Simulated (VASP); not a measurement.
# Te (P4/nmm) in VASP: notebook

One crystal, Te, is run at these levels: PBE0(alpha); tasks: single point.

Program: VASP 6.6.1. These are calculated values, not measurements. Logs are shortened: lines on timing, memory, paths and dates and some standing lists are left out, and cuts for length are marked.

### 1 The crystal as given

Symmetry: P4/nmm, No. 129, tetragonal system. Conventional cell: a = 5.850 Å, b = 5.850 Å, c = 4.791 Å, α = 90.00°, β = 90.00°, γ = 90.00°. Te (site symmetry -4m2) is surrounded by 4 Te at 3.04 Å. Around Te (site symmetry 4mm) lie 4 Te at 3.04 Å.

The cell was built by a generator and needn't be a form met in nature.

### 2 Single point, PBE0(alpha)

POSCAR reads:

```
Te
1.0
    5.8500400000      0.0000000000      0.0000000000
    0.0000000000      5.8500400000      0.0000000000
    0.0000000000      0.0000000000      4.7912000000
Te
4
Direct
    0.0000000000      0.0000000000      0.0000000000
    0.5000000000      0.5000000000      0.0000000000
    0.0000000000      0.5000000000      0.8300400000
    0.5000000000      0.0000000000      0.1699600000
```

INCAR.step1 reads:

```
SYSTEM = Te
  ALGO = Normal
  EDIFF = 1E-5
  ENCUT = 520
  GGA = PE
  ISIF = 2
  ISMEAR = -1
  LASPH = .TRUE.
  LCHARG = .FALSE.
  LREAL = .FALSE.
  LWAVE = .TRUE.
  NBANDS = 20
  NELM = 80
  PREC = Accurate
  SIGMA = 0.05
```

INCAR.step2 reads:

```
SYSTEM = Te
  AEXX = 0.5
  ALGO = Normal
  EDIFF = 1E-6
  ENCUT = 520
  GGA = PE
  HFRCUT = -1
  ISIF = 2
  ISMEAR = -1
  ISTART = 1
  LASPH = .TRUE.
  LCHARG = .FALSE.
  LHFCALC = .TRUE.
  LREAL = .FALSE.
  LWAVE = .FALSE.
  NBANDS = 20
  NELM = 80
  PREC = Accurate
  PRECFOCK = Fast
  SIGMA = 0.05
```

KPOINTS reads:

```
k-points
0
G
  3 3 3
  0 0 0
```

Potentials or basis: VASP PAW PBE potentials, release 64 (Te).

Launch:

```bash
> cat potpaw_PBE.64/Te/POTCAR > POTCAR
> cp INCAR.step1 INCAR
> mpirun -np 1 vasp_std > vasp.out
> cp INCAR.step2 INCAR
> mpirun -np 1 vasp_std > vasp.out
```

OUTCAR:

```text
SYSTEM = Te
   AEXX = 0.5
   EDIFF = 1E-6
   ENCUT = 520
   GGA = PE
   ISIF = 2
   ISMEAR = -1
   ISTART = 1
   LASPH = .TRUE.
   LHFCALC = .TRUE.
   LREAL = .FALSE.
   NELM = 80
   PREC = Accurate
   PRECFOCK = Fast

 ion  position               nearest neighbor table
   1  0.000  0.000  0.000-   3 3.04   4 3.04   3 3.04   4 3.04
   2  0.500  0.500  0.000-   3 3.04   4 3.04   4 3.04   3 3.04
   3  0.000  0.500  0.830-   1 3.04   2 3.04   1 3.04   2 3.04
   4  0.500  0.000  0.170-   1 3.04   2 3.04   2 3.04   1 3.04

  LATTYP: Found a simple tetragonal cell.
 ALAT       =     5.8500400000
 C/A-ratio  =     0.8190029470

  Lattice vectors:

 A1 = (   5.8500400000,   0.0000000000,   0.0000000000)
 A2 = (   0.0000000000,   5.8500400000,   0.0000000000)
 A3 = (   0.0000000000,   0.0000000000,   4.7912000000)

Analysis of symmetry for initial positions (statically):
=====================================================================
 Subroutine PRICEL returns:
 Original cell was already a primitive cell.

 Routine SETGRP: Setting up the symmetry group for a
 simple tetragonal supercell.

 Subroutine GETGRP returns: Found 16 space group operations
 (whereof  8 operations were pure point group operations)
 out of a pool of 16 trial point group operations.

The static configuration has the point symmetry D_2d.
 The point group associated with its full space group is D_4h.

Analysis of symmetry for dynamics (positions and initial velocities):
=====================================================================
 Subroutine PRICEL returns:
 Original cell was already a primitive cell.

 Routine SETGRP: Setting up the symmetry group for a
 simple tetragonal supercell.

 Subroutine GETGRP returns: Found 16 space group operations
 (whereof  8 operations were pure point group operations)
 out of a pool of 16 trial point group operations.

The dynamic configuration has the point symmetry D_2d.
 The point group associated with its full space group is D_4h.

 Subroutine INISYM returns: Found 16 space group operations
 (whereof  8 operations are pure point group operations),
 and found     1 'primitive' translations

----------------------------------------------------------------------------------------

                                     Primitive cell

  volume of cell :     163.9691

  direct lattice vectors                    reciprocal lattice vectors
     5.850040000  0.000000000  0.000000000     0.170939002  0.000000000  0.000000000
     0.000000000  5.850040000  0.000000000     0.000000000  0.170939002  0.000000000
     0.000000000  0.000000000  4.791200000     0.000000000  0.000000000  0.208715979

  length of vectors
     5.850040000  5.850040000  4.791200000     0.170939002  0.170939002  0.208715979

  position of ions in fractional coordinates (direct lattice)
     0.000000000  0.000000000  0.000000000
     0.500000000  0.500000000  0.000000000
     0.000000000  0.500000000  0.830040000
     0.500000000  0.000000000  0.169960000

  ion indices of the primitive-cell ions
   primitive index   ion index
                 1           1
                 2           2
                 3           3
                 4           4

----------------------------------------------------------------------------------------

 KPOINTS: k-points

Automatic generation of k-mesh.
 Grid dimensions read from file:
 generate k-points for:    3    3    3

 Generating k-lattice:

  Cartesian coordinates                     Fractional coordinates (reciprocal lattice)
     0.056979667  0.000000000  0.000000000     0.333333333  0.000000000  0.000000000
     0.000000000  0.056979667  0.000000000     0.000000000  0.333333333  0.000000000
     0.000000000  0.000000000  0.069571993     0.000000000  0.000000000  0.333333333

  Length of vectors
     0.056979667  0.056979667  0.069571993

  Shift w.r.t. Gamma in fractional coordinates (k-lattice)
     0.000000000  0.000000000  0.000000000

 Subroutine IBZKPT returns following result:
 ===========================================

 Found      6 irreducible k-points:

 Following reciprocal coordinates:
            Coordinates               Weight
  0.000000  0.000000  0.000000      1.000000
  0.333333  0.000000  0.000000      4.000000
  0.333333  0.333333  0.000000      4.000000
  0.000000  0.000000  0.333333      2.000000
  0.333333  0.000000  0.333333      8.000000
  0.333333  0.333333  0.333333      8.000000
   k-points           NKPTS =      6   k-points in BZ     NKDIM =     27   number of bands    NBANDS=     20
   number of dos      NEDOS =    301   number of ions     NIONS =      4
   total plane-waves  NPLWV =  82944
   dimension x,y,z NGX =    48 NGY =   48 NGZ =   36
   dimension x,y,z NGXF=    96 NGYF=   96 NGZF=   72
   ions per type =               4
   NGX,Y,Z   is equivalent  to a cutoff of  13.64, 13.64, 12.49 a.u.
   NGXF,Y,Z  is equivalent  to a cutoff of  27.28, 27.28, 24.98 a.u.
 SYSTEM =  Te
   PREC   = accura    normal or accurate (medium, high low for compatibility)
   ISTART =      1    job   : 0-new  1-cont  2-samecut
   ICHARG =      0    charge: 1-file 2-atom 10-const
   ISPIN  =      1    spin polarized calculation?
   LNONCOLLINEAR =      F non collinear calculations
   LSORBIT =      F    spin-orbit coupling
   LASPH  =      T    aspherical Exc in radial PAW
   ENCUT  =  520.0 eV  38.22 Ry    6.18 a.u.  10.88 10.88  8.91*2*pi/ulx,y,z
   NELM   =     80;   NELMIN=  2; NELMDL=  0     # of ELM steps
   EDIFF  = 0.1E-05   stopping-criterion for ELM
   LREAL  =      F    real-space projection
   EDIFFG = 0.1E-04   stopping-criterion for IOM
   NSW    =      0    number of steps for IOM
   IBRION =     -1    ionic relax: 0-MD 1-quasi-New 2-CG
   NFREE  =      0    steps in history (QN), initial steepest desc. (CG)
   ISIF   =      2    stress and relaxation
   ISYM   =      3    0-nonsym 1-usesym 2-fastsym
   POTIM  = 0.5000    time-step for ionic-motion
   TEBEG  =    0.0;   TEEND  =   0.0 temperature during run
   PSTRESS=    0.0 pullay stress
   NELECT =      24.0000    total number of electrons
   NUPDOWN=      -1.0000    fix difference up-down
   EMIN   =  10.00;   EMAX   =-10.00  energy-range for DOS
   EFERMI =   0.00;   METHOD = LEGACY
   ISMEAR =    -1;   SIGMA  =   0.05  broadening in eV -4-tet -1-fermi 0-gaus
   EFERMI_NEDOS =   21; number of points for ismear=-14 and -15
   IALGO  =     38    algorithm
   IMIX   =      1    mixing-type and parameters
     AMIX     =   0.40;   BMIX     =  1.00
     AMIX_MAG =   1.60;   BMIX_MAG =  1.00
  volume/ion in A,a.u.               =      40.99       276.63
  Fermi-wavevector in a.u.,A,eV,Ry     =   0.862762  1.630385 10.127621  0.744359
  Thomas-Fermi vector in A             =   1.980613
   LORBIT       =      0    0 simple, 1 ext, 2 COOP (PROOUT), +10 PAW based schemes
   GGA     = PE    functional components
   LHFCALC =     T    Hartree Fock is set to
   PRECFOCK=fast      Normal, Fast or Accurate (Low or Medium for compatibility)
   ENCUT4O =  -1.0   cutoff for four orbital integrals eV
   NKREDX  =     1    reduce k-point grid by
   NKREDY  =     1    reduce k-point grid by
   NKREDZ  =     1    reduce k-point grid by
   AEXX    =    0.5000 exact exchange contribution
   HFSCREEN=    0.0000 screening length (either q_TF or 0.3 A-1)
   HFSCREENC=   0.0000 screening length for correlation (either q_TF or 0.3 A-1)
   ENCUTFOCK=  -1.0 apply spherical cutoff to Coloumb kernel
   IVDW    =     0    specifies the selected vdW correction
   LEPSILON=     F    determine dielectric tensor
   LRPA    =     F    only Hartree local field effects (RPA)
 non-spin polarized calculation
  energy-cutoff  :      520.00
  volume of cell :      163.97
 maximum number of plane-waves:      4450
 NGX is ok and might be reduce to    48
  NGX = 24; NGY = 24; NGZ = 20

 number of electron      24.0000001 magnetization

 Free energy of the ion-electron system (eV)
  ---------------------------------------------------
  ext. energy  EPLUGINS =         0.00000000
  ---------------------------------------------------
  free energy    TOTEN  =       -23.56898371 eV

  energy without entropy =      -23.56898371  energy(sigma->0) =      -23.56898371

 E-fermi :   3.3438     XC(G=0):  -4.7482

 val. band max:        2.1804466084   @ k =   0.3333   0.0000   0.0000
 cond. band min:       5.0659582453   @ k =   0.3333   0.0000   0.0000
 fundamental gap:      2.8855116369
 Fermi energy:         3.3437878407

 k-point     1 :       0.0000    0.0000    0.0000
  band No.  band energies     occupation
      1     -13.4998      2.00000
      2     -10.5638      2.00000
      3     -10.3729      2.00000
      4      -7.3333      2.00000
      5      -4.3337      2.00000
      6      -4.3337      2.00000
[... 12 lines left out ...]
     19      11.4022      0.00000
     20      11.8507      0.00000

 k-point     2 :       0.3333    0.0000    0.0000
  band No.  band energies     occupation
      1     -12.9355      2.00000
      2     -11.6168      2.00000
      3      -9.9026      2.00000
      4      -8.5595      2.00000
      5      -3.8670      2.00000
      6      -2.7080      2.00000
[... 12 lines left out ...]
     19      10.0115      0.00000
     20      11.5530      0.00000

 k-point     3 :       0.3333    0.3333    0.0000
  band No.  band energies     occupation
      1     -12.3708      2.00000
      2     -11.0710      2.00000
      3     -11.0368      2.00000
      4      -9.7303      2.00000
      5      -2.4672      2.00000
      6      -1.3185      2.00000
[... 12 lines left out ...]
     19      10.0723      0.00000
     20      10.5545      0.00000

 k-point     4 :       0.0000    0.0000    0.3333
  band No.  band energies     occupation
      1     -13.3586      2.00000
      2     -10.5666      2.00000
      3     -10.2982      2.00000
      4      -7.3538      2.00000
      5      -4.2014      2.00000
      6      -4.2014      2.00000
[... 12 lines left out ...]
     19      11.8654      0.00000
     20      11.8654      0.00000

 k-point     5 :       0.3333    0.0000    0.3333
  band No.  band energies     occupation
      1     -12.8121      2.00000
      2     -11.5179      2.00000
      3      -9.8706      2.00000
      4      -8.5398      2.00000
      5      -3.7457      2.00000
      6      -2.7933      2.00000
[... 12 lines left out ...]
     19      11.6974      0.00000
     20      12.2549      0.00000

 k-point     6 :       0.3333    0.3333    0.3333
  band No.  band energies     occupation
      1     -12.2570      2.00000
      2     -10.9831      2.00000
      3     -10.9361      2.00000
      4      -9.6574      2.00000
      5      -2.9614      2.00000
      6      -1.7108      2.00000
[... 12 lines left out ...]
     19      11.0408      0.00000
     20      11.8787      0.00000

------------------------ aborting loop because EDIFF is reached ----------------------------------------

  FORCE on cell =-STRESS in cart. coord.  units (eV):
  Direction    XX          YY          ZZ          XY          YZ          ZX
  --------------------------------------------------------------------------------------
  -------------------------------------------------------------------------------------
  Total       -6.4261002     -6.4261002     -1.3718477      0.0000000     -0.0000000      0.0000000
  in kB      -62.7908130    -62.7908130    -13.4046199      0.0000000     -0.0000000      0.0000000
  external PRESSURE =     -46.3287486 kB  Pullay stress =       0.0000000 kB

 VOLUME and BASIS-vectors are now :
 -----------------------------------------------------------------------------
  energy-cutoff  :      520.00
  volume of cell :      163.97
      direct lattice vectors                 reciprocal lattice vectors
     5.850040000  0.000000000  0.000000000     0.170939002  0.000000000  0.000000000
     0.000000000  5.850040000  0.000000000     0.000000000  0.170939002  0.000000000
     0.000000000  0.000000000  4.791200000     0.000000000  0.000000000  0.208715979

 POSITION                                       TOTAL-FORCE (eV/Angst)
 -----------------------------------------------------------------------------------
      0.00000      0.00000      0.00000        -0.000000      0.000000     -0.000000
      2.92502      2.92502      0.00000        -0.000000      0.000000     -0.000000
      0.00000      2.92502      3.97689         0.000000      0.000000      0.591445
      2.92502      0.00000      0.81431        -0.000000      0.000000     -0.591445
 -----------------------------------------------------------------------------------
    total drift:                                0.000000     -0.000000      0.000000

  FREE ENERGIE OF THE ION-ELECTRON SYSTEM (eV)
  ---------------------------------------------------
  free  energy   TOTEN  =       -23.5689837096 eV

  energy  without entropy=      -23.5689837095  energy(sigma->0) =      -23.56898371
```

It took 3.2 min on 1 thread of AMD EPYC 9R45 (Zen 5), shared host; peak memory 0.25 GiB.

What came out:

| Quantity | Value |
| --- | --- |
| Free energy | -23.5690 eV |
| Pressure | -4.6 GPa |
| Largest force | 0.591 eV/Å |
| Band gap on the k mesh | 2.89 eV, direct |

Forces on the atoms (eV/Å):
```
Te   0.000  0.000  0.000
Te   0.000  0.000  0.000
Te   0.000  0.000  0.591
Te   0.000  0.000 -0.591
```

Stress tensor (GPa, compression positive):
```
-6.28  0.00  0.00
 0.00 -6.28  0.00
 0.00  0.00 -1.34
```

Levels at points of the mesh, in eV from the valence-band top:
| k point | band 10 | band 11 | band 12 | band 13 | band 14 | band 15 |
| --- | --- | --- | --- | --- | --- | --- |
| (0.00, 0.00, 0.00) | -1.57 | -1.09 | -0.05 | 5.05 | 5.05 | 6.16 |

Caveat: the k mesh is coarse (spacing up to 0.44 Å⁻¹), so the values aren't converged, least of all with exact exchange; the PAW data sets were made with another functional, which shifts forces and pressure a little; spin-orbit coupling is left out, which moves the levels of the heavy elements; an odd mesh through Γ misses points on the zone boundary, where band edges often lie.

(Continued in part 2 of 2.)
